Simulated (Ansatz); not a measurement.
# Pt: Pt interstitial, part 2 of 2

A defect calculation: Pt interstitial in Pt, supercell of 27 sites.

Ansatz 0.2.0; DFT PBE, scalar-relativistic, plane waves, PAW. The steps go on from the part before.

## (5) The perfect supercell

Contents of input.yaml:

```yaml
crystal:
  lattice:
    - [0.0, 5.955346079, -5.955346079]
    - [5.955346079, 5.955346079, 0.0]
    - [5.955346079, 0.0, -5.955346079]
  atoms:
    - { symbol: Pt, position: [0.6666666667, 0.0, 0.6666666667] }
    - { symbol: Pt, position: [0.6666666667, 0.3333333333, 0.6666666667] }
    - { symbol: Pt, position: [0.6666666667, 0.6666666667, 0.6666666667] }
    - { symbol: Pt, position: [0.3333333333, 1.0, 0.6666666667] }
    - { symbol: Pt, position: [0.3333333333, 0.3333333333, 0.6666666667] }
    - { symbol: Pt, position: [0.3333333333, 0.6666666667, 0.6666666667] }
    - { symbol: Pt, position: [0.0, 0.0, 0.6666666667] }
    - { symbol: Pt, position: [0.0, 0.3333333333, 0.6666666667] }
    - { symbol: Pt, position: [0.0, 0.6666666667, 0.6666666667] }
    - { symbol: Pt, position: [0.6666666667, 1.0, 0.3333333333] }
    - { symbol: Pt, position: [0.6666666667, 0.3333333333, 0.3333333333] }
    - { symbol: Pt, position: [0.6666666667, 0.6666666667, 0.3333333333] }
    - { symbol: Pt, position: [0.3333333333, 0.0, 0.3333333333] }
    - { symbol: Pt, position: [0.3333333333, 0.3333333333, 0.3333333333] }
    - { symbol: Pt, position: [0.3333333333, 0.6666666667, 0.3333333333] }
    - { symbol: Pt, position: [0.0, 0.0, 0.3333333333] }
    - { symbol: Pt, position: [0.0, 0.3333333333, 0.3333333333] }
    - { symbol: Pt, position: [0.0, 0.6666666667, 0.3333333333] }
    - { symbol: Pt, position: [0.6666666667, 0.0, 0.0] }
    - { symbol: Pt, position: [0.6666666667, 0.3333333333, 0.0] }
    - { symbol: Pt, position: [0.6666666667, 0.6666666667, 0.0] }
    - { symbol: Pt, position: [0.3333333333, 0.0, 0.0] }
    - { symbol: Pt, position: [0.3333333333, 0.3333333333, 0.0] }
    - { symbol: Pt, position: [0.3333333333, 0.6666666667, 0.0] }
    - { symbol: Pt, position: [0.0, 0.0, 0.0] }
    - { symbol: Pt, position: [0.0, 0.3333333333, 0.0] }
    - { symbol: Pt, position: [0.0, 0.6666666667, 0.0] }
basis:
  ecutwfc: 420
  xc_grid: 2
kpoints:
  mp_grid: { grid: [6, 6, 6], shift: [0.0, 0.0, 0.0] }
hamiltonian:
  xc: pbe
scf:
  occupations: { method: gaussian, width: 0.1 }
output:
  forces: true
  stress: true
  eigenvalues: true
  write_density: true
  write_potential: true
  elf: true
  volumetric_format: npy
```

Run with:

```sh
> ansatz run input.yaml --threads 4 --pin off --max-ram 8192MiB --backend cpu --events-out ev --progress --plain --runs-dir out
```

Log (excerpt; [...] marks lines left out):

```text
Warning: RAYON_NUM_THREADS=4 ignored (pool sized by the plan → 4); use --threads N
[...]
Pseudopotentials: kind: paw
Pseudopotential: Pt, paw, valence charge 18, recommended cutoff 420 eV (normal), Pt.paw.azcp
Functional definition: PBE
[...]
Crystal: 27 atoms, lattice volume = 422.426 Å³
Basis set: ecut = 420 eV, 8363 PW (Γ), exchange–correlation on 120×120×120 points (8 copies of the dense FFT grid, shifted against one another)
Bands: 292, of which v1, the nominal top of the filled ones, is band 243 counted from 1 (242 counted from 0)
Symmetry: 1296 space group operations
Space group: Fm-3m (ITA 225), of the structure as read, at distance tolerance 7.5e-5 Å
k-points: 16 of 216
[...]
SCF iter   1: F=—  HF=-338121.415567 eV  |F-HF|=—  |Δ(HF+E_count)|=         —  Δρ=3.27e-3  dr2=8.06e-3  ethr=1.77e-3  ⟨swp⟩=5.1  Hψ=15055  notcnv=0  defer=309
[...]
SCF iter   6: F=-338121.442748 eV  HF=-338121.442748 eV  |F-HF|=4.07e-9  |Δ(HF+E_count)|=  7.57e-10  Δρ=3.10e-6  dr2=2.44e-8  ethr=2.06e-11  ⟨swp⟩=10.6  Hψ=26957  notcnv=0
[...]
SCF converged after 6 iterations
Free energy (F): -338121.442748 eV
[...]
E sigma→0 (E₀):  -338121.290940 eV
Entropy (-TS):   -0.303617 eV (-11.245 meV/atom)
Fermi energy:    22.284113 eV
[...]
--- Forces (eV/Å), atoms counted from 1 ---
  atom   1  Pt     0.00000000     0.00000000     0.00000000
  atom   2  Pt     0.00000000    -0.00000000    -0.00000000
  atom   3  Pt     0.00000000     0.00000000    -0.00000000
  atom   4  Pt     0.00000000    -0.00000000     0.00000000
  atom   5  Pt     0.00000000     0.00000000    -0.00000000
  atom   6  Pt     0.00000000    -0.00000000    -0.00000000
  atom   7  Pt     0.00000000    -0.00000000     0.00000000
  atom   8  Pt     0.00000000     0.00000000    -0.00000000
[...]
--- Stress (GPa, compression-positive) ---
       -0.027955      -0.000000       0.000000
       -0.000000      -0.027955       0.000000
       -0.000000      -0.000000      -0.027955
  P = ⅓ Tr σ = -0.0280 GPa (-0.280 kbar)
--- Band table (eV; the first three rows and the last of 16) ---
[...]
```

Run time: 42 s. Hardware: 4 threads of Arm Neoverse V1, shared host; peak memory 3 GiB.

Density in a lattice plane of the grid's cell (edges 8.42 and 8.42 Å, at 0.000 of the third edge), which holds Pt.

Ten even steps from ' ' (0.26 e/Å³) to '@' (11.94 e/Å³):
```
**##--        --**##--        --**##--        --
..::..          ..::..          ..::..          
                                                
                                                
::          ::--::          ::==::          ::==
%%==..      ==##%%==..      --%%%%==..      --%%
@@%%--      ..**@@%%--      ..**@@%%--      ..**
==++--        ..==++--        ..==++--        ..
  ....            ....            ....          
                                                
            ....            ....            ....
==..        --++==..        --++==..        --++
@@**..      --%%@@**..      --%%@@**..      --%%
%%%%--      ..==%%%%--      ..==%%##==      ..==
::==::          ::==::          ::--::          
                                                
                                                
..          ..::..          ..::..          ..::
**--        --##**--        --##**--        --##
@@##::      ::##@@##::      ::##@@##::      ::##
```
Columns run along the first of these edges and rows up along the second, over one cell in 24 and 20 even steps from the bottom left corner. Atoms in the plane (fractional): Pt at (0.67, 0.67), Pt at (0.33, 0.67), Pt at (0.00, 0.67), Pt at (0.67, 0.33), Pt at (0.33, 0.33), Pt at (0.00, 0.33), Pt at (0.67, 0.00), Pt at (0.33, 0.00), Pt at (0.00, 0.00).

ELF in the same plane.

Ten even steps from ' ' (0.24) to '@' (0.68):
```
@@@@%%::    ::##@@@@%%::    ..##@@@@%%::    ::##
==**++::      ..==**++::      ..==**++::      ..
                                                
..          ......        ........        ......
**::      ::**%%**::      ::**%%**::      ::**%%
@@%%--    ::%%@@@@%%--    ::%%@@@@%%--    ::%%@@
@@@@##::    ++@@@@@@##::    ++@@@@@@##..    ++@@
%%@@##--      ++%%@@##::      ++%%@@##::      ++
::----..        ::----..        ::----..        
                                                
::        ..----::        ..----::        ..----
%%++      ::##@@%%++      ::##@@%%++      --##@@
@@@@++    ..##@@@@@@++    ::##@@@@@@++    ::##@@
@@@@%%::    --%%@@@@%%::    --%%@@@@%%::    --%%
**%%**::      ::**%%**::      ::**%%**::      ::
........        ........        ......          
                                                
==..      ::++**==..      ::++**==..      ::++**
@@##::    ::%%@@@@##..    ::%%@@@@##::    ::%%@@
@@@@**..  ..**@@@@@@##..  ..##@@@@@@**..  ..**@@
```
Columns run along the first of these edges and rows up along the second, over one cell in 24 and 20 even steps from the bottom left corner. Atoms in the plane (fractional): Pt at (0.67, 0.67), Pt at (0.33, 0.67), Pt at (0.00, 0.67), Pt at (0.67, 0.33), Pt at (0.33, 0.33), Pt at (0.00, 0.33), Pt at (0.67, 0.00), Pt at (0.33, 0.00), Pt at (0.00, 0.00).

Both are smooth fields of the valence electrons: close to the nuclei they are not physical.

The supercell's rows, in vectors of the relaxed cell: 0 -3 3; 0 0 3; -3 0 3.

## (6) Setting up the defect

The extra atom is put at (0.833, 0.500, 0.833) of the supercell, the middle of a void of radius 1.99 Å. A small random displacement (spread 0.06 Å) lets the symmetry of the site break.

## (7) Relaxing the defect

input.yaml: that of step 5 with these lines changed.

```diff
@@ -8,3 +8,3 @@
     - { symbol: Pt, position: [0.6666666667, 0.3333333333, 0.6666666667] }
-    - { symbol: Pt, position: [0.6666666667, 0.6666666667, 0.6666666667] }
+    - { symbol: Pt, position: [0.6769861395, 0.6665482682, 0.6655544083] }
     - { symbol: Pt, position: [0.3333333333, 1.0, 0.6666666667] }
@@ -13,4 +13,4 @@
     - { symbol: Pt, position: [0.0, 0.0, 0.6666666667] }
-    - { symbol: Pt, position: [0.0, 0.3333333333, 0.6666666667] }
-    - { symbol: Pt, position: [0.0, 0.6666666667, 0.6666666667] }
+    - { symbol: Pt, position: [-0.0184043777, 0.3394949082, 0.6715468291] }
+    - { symbol: Pt, position: [0.0034336903, 0.6620216849, 0.6713633037] }
     - { symbol: Pt, position: [0.6666666667, 1.0, 0.3333333333] }
@@ -25,4 +25,4 @@
     - { symbol: Pt, position: [0.6666666667, 0.0, 0.0] }
-    - { symbol: Pt, position: [0.6666666667, 0.3333333333, 0.0] }
-    - { symbol: Pt, position: [0.6666666667, 0.6666666667, 0.0] }
+    - { symbol: Pt, position: [0.6468083784, 0.3471685669, 0.0150982929] }
+    - { symbol: Pt, position: [0.6867592008, 0.6541620325, -0.0046302454] }
     - { symbol: Pt, position: [0.3333333333, 0.0, 0.0] }
@@ -31,4 +31,5 @@
     - { symbol: Pt, position: [0.0, 0.0, 0.0] }
-    - { symbol: Pt, position: [0.0, 0.3333333333, 0.0] }
+    - { symbol: Pt, position: [-0.0070366249, 0.3335046052, 0.0045940515] }
     - { symbol: Pt, position: [0.0, 0.6666666667, 0.0] }
+    - { symbol: Pt, position: [0.8420857433, 0.5034362665, 0.8195245693] }
 basis:
@@ -44,3 +45,3 @@
   forces: true
-  stress: true
+  stress: false
   eigenvalues: true
@@ -50 +51,5 @@
   volumetric_format: npy
+relax:
+  adjacent_minimum: "off"
+  f_tol: 0.025
+  max_steps: 45
```

Run with:

```sh
> ansatz run input.yaml --threads 4 --pin off --max-ram 8192MiB --backend cpu --events-out ev --progress --plain --runs-dir out
```

Log:

```text
Warning: RAYON_NUM_THREADS=4 ignored (pool sized by the plan → 4); use --threads N
[... 8 set-up lines as earlier in the session ...]
Crystal: 28 atoms, lattice volume = 422.426 Å³
Basis set: ecut = 420 eV, 8363 PW (Γ), exchange–correlation on 120×120×120 points (8 copies of the dense FFT grid, shifted against one another)
Bands: 303, of which v1, the nominal top of the filled ones, is band 252 counted from 1 (251 counted from 0)
Symmetry: 1 space group operations
Space group: P1 (ITA 1), of the structure as read, at distance tolerance 7.5e-5 Å
k-points: 112 of 216 (time reversal used)
[... 6 set-up lines as earlier in the session ...]
SCF iter   1: F=—  HF=-350607.404352 eV  |F-HF|=—  |Δ(HF+E_count)|=         —  Δρ=2.22e-2  dr2=6.29e0  ethr=1.77e-3  ⟨swp⟩=9.8  Hψ=120793  notcnv=0  defer=2501
preconditioner: auto → Kerker (q_TF=auto, 2.810 Å⁻¹)  [metal: Δε(μ)=0.001 eV  Ē_g=9.027 eV  σ=0.100 eV  W_gap=0.01  n_scr=168 (ndim 8)  ℏωp=30.2 eV  f_vac=0.000  D(μ)=40.38/eV (n_scr^D=530)]
SCF iter   2: F=—  HF=-350607.221933 eV  |F-HF|=—  |Δ(HF+E_count)|=   1.82e-1  Δρ=9.49e-3  dr2=1.48e0  ethr=1.25e-3  ⟨swp⟩=2.0  Hψ=35251  notcnv=0  defer=2690
SCF iter   3: F=—  HF=-350607.135968 eV  |F-HF|=—  |Δ(HF+E_count)|=   8.60e-2  Δρ=2.39e-3  dr2=4.91e-2  ethr=2.93e-4  ⟨swp⟩=1.3  Hψ=31690  notcnv=0  defer=2755
SCF iter   4: F=—  HF=-350607.129578 eV  |F-HF|=—  |Δ(HF+E_count)|=   6.39e-3  Δρ=8.13e-4  dr2=1.11e-2  ethr=9.75e-6  ⟨swp⟩=2.5  Hψ=56241  notcnv=0  defer=2755
SCF iter   5: F=—  HF=-350607.130688 eV  |F-HF|=—  |Δ(HF+E_count)|=   1.11e-3  Δρ=2.89e-4  dr2=5.52e-4  ethr=2.20e-6  ⟨swp⟩=1.0  Hψ=32540  notcnv=0  defer=3260
SCF iter   6: F=—  HF=-350607.130635 eV  |F-HF|=—  |Δ(HF+E_count)|=   5.39e-5  Δρ=6.57e-5  dr2=3.22e-5  ethr=1.10e-7  ⟨swp⟩=2.0  Hψ=35067  notcnv=0  defer=3274
SCF iter   7: F=-350607.130629 eV  HF=-350607.130630 eV  |F-HF|=9.27e-7  |Δ(HF+E_count)|=   4.71e-6  Δρ=1.28e-5  dr2=1.36e-6  ethr=3.10e-9  ⟨swp⟩=27.7  Hψ=273974  notcnv=0
SCF 1 converged in 7 iterations: F = -350607.130629 eV  dr2 = 1.36e-6
relax step   1: F+E_penalty+E_count = -350607.13062899 eV  Δ(F+E_penalty+E_count) = +0.000e0 eV  max|allowed force component| = 3.914e1 eV/Å  Δτ_max = 0.0000 Å  (7 SCF iters, dr2 threshold 1.56e-5 eV, accepted)
[... 11 lines left out ...]
relax step   2: F+E_penalty+E_count = -350627.21393866 eV  Δ(F+E_penalty+E_count) = -2.008e1 eV  max|allowed force component| = 1.519e1 eV/Å  Δτ_max = 0.1950 Å  (6 SCF iters, dr2 threshold 1.00e-4 eV, accepted)
[... 10 lines left out ...]
relax step   3: F+E_penalty+E_count = -350635.45013958 eV  Δ(F+E_penalty+E_count) = -8.236e0 eV  max|allowed force component| = 4.748e0 eV/Å  Δτ_max = 0.1954 Å  (6 SCF iters, dr2 threshold 1.00e-4 eV, accepted)
[... 7 lines left out ...]
```

Run time: 65 min. Hardware: 4 threads of Arm Neoverse V1, shared host.

The steps of the relaxation:

```tsv
step	energy from step 1 (eV/cell)	largest force component (eV/Å)
1	0.0000	39.1355
2	-20.0833	15.1899
3	-28.3195	4.7481
```

Step 1 is the start. The run was stopped at its time limit after 3 steps, before it met its thresholds.

The largest move, 0.36 Å, is shared by several atoms, Pt8 among them.

## (8) What came out

The summary covers parts 1 to 2. Changes of volume or cell count from the first structure of part 1.

| quantity | value |
| --- | --- |
| relaxed cell (conventional) | a = 3.970 Å, b = 3.970 Å, c = 3.970 Å, α = 90.00°, β = 90.00°, γ = 90.00° |
| space group (0.01 Å) | Fm-3m (No. 225) |
| volume | 15.65 Å³/atom |
| charge 0 | timeout |
| step 4, run with xc r2scan, hubbard.sites [{species: Pt, l: d, u_eff: 3.0}], hubbard.double_counting fll, occupations.method tetrahedron_uncorrected, ecutwfc left out, width left out (against step 3) | converged; the final volume goes from 15.65 to 15.39 Å³ |

**Reading.** Relaxation raised the volume by 2.1 %. A measured lattice constant a of Pt is 3.9239 Å (300 K; a printed reference work, textbook); the calculated 3.970 Å misses it by +1.2 %. That is the cell relaxed with PBE, without thermal expansion or zero-point motion. The neutral defect did not converge, so no formation energy follows.
